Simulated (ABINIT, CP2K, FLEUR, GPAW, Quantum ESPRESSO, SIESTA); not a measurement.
## One structure in several programs: SrF2 (Fm-3m, 3 atoms in the cell)

Self-consistent single point, at a second geometry (lattice scaled by 0.98). First geometry:

```
CELL_PARAMETERS angstrom
      0.00000     2.84739     2.84739
      2.84739     0.00000     2.84739
      2.84739     2.84739     0.00000
ATOMIC_POSITIONS crystal
  Sr 0.00000 0.00000 0.00000
  F  0.75000 0.75000 0.75000
  F  0.25000 0.25000 0.25000
```

Shared settings, as Quantum ESPRESSO writes them: occupations = fixed; K_POINTS = automatic 8 8 8 0 0 0. Potentials and cutoffs stand in the table.

| code | model | ΔF from the first geometry (meV/atom) | pressure (GPa) | gap on the mesh (eV) | cutoff |
|---|---|---|---|---|---|
| GPAW | PBE, GPAW PAW datasets PBE (gpaw-data 1.0.1) | 57.7 | – | 7.604 | 950 eV |
| FLEUR | PBE, all-electron FLAPW (FLEUR), scalar-relativistic valence | 53.7 | – | 7.794 | Kmax 3.9 1/bohr |
| ABINIT | PBE, PAW (JTH v2.0 PBE PAW) | 53.9 | 12.55 | 7.607 | 653 eV |
| SIESTA | GGA PBE, numerical atomic orbitals DZP, PseudoDojo PBE standard norm-conserving potentials (rewritten from UPF to PSML) | 59.1 | 14.38 | 7.107 | grid 300 Ry |
| Quantum ESPRESSO | PBE, PSlibrary ultrasoft (PBE, semicore) pseudopotentials | 55.5 | 12.73 | 7.603 | 55 Ry |
| CP2K | PBE, GPW, DZVP-MOLOPT-SR-GTH basis, GTH-PBE potentials (GTH_POTENTIALS) | 63.7 | 14.85 | 7.617 | grid 550 Ry |

A dash marks a value that a program does not give, or that is left out as unsure.

Gaps are read on the mesh.

The spread over the programs that give each value: ΔF from the first geometry within 10.0 meV/atom; pressure within 2.30 GPa; gap on the mesh within 0.687 eV.

SIESTA and CP2K use small atom-centred bases, whose incompleteness enters pressures, forces and empty levels differently from a plane-wave cutoff. FLEUR treats all electrons, but the usual bases taken here (sphere radii, linearisation, local orbitals, empty states) were not tested for convergence, so the values are no reference for the others. The pressure of GPAW is left out: its cutoff lies under the one at which its stress was checked. In the pressure, SIESTA (by 1.74) and CP2K (by 2.21) lie more than 1 GPa from the median of the plane-wave programs. In the gap, FLEUR (by 0.190) and SIESTA (by 0.497) lie more than 0.12 eV from the median of the plane-wave programs.

The starting cell comes from a database of computed structures (which also holds hypothetical and non-ambient phases and stackings), without a prior relaxation at this level. Its lattice was rescaled by a random factor within 2.5 % of one. For this run, on top of that: lattice scaled by 0.98.

Left out of this page: Elk (unsound by tests on forces, stress, charge or solver warnings).
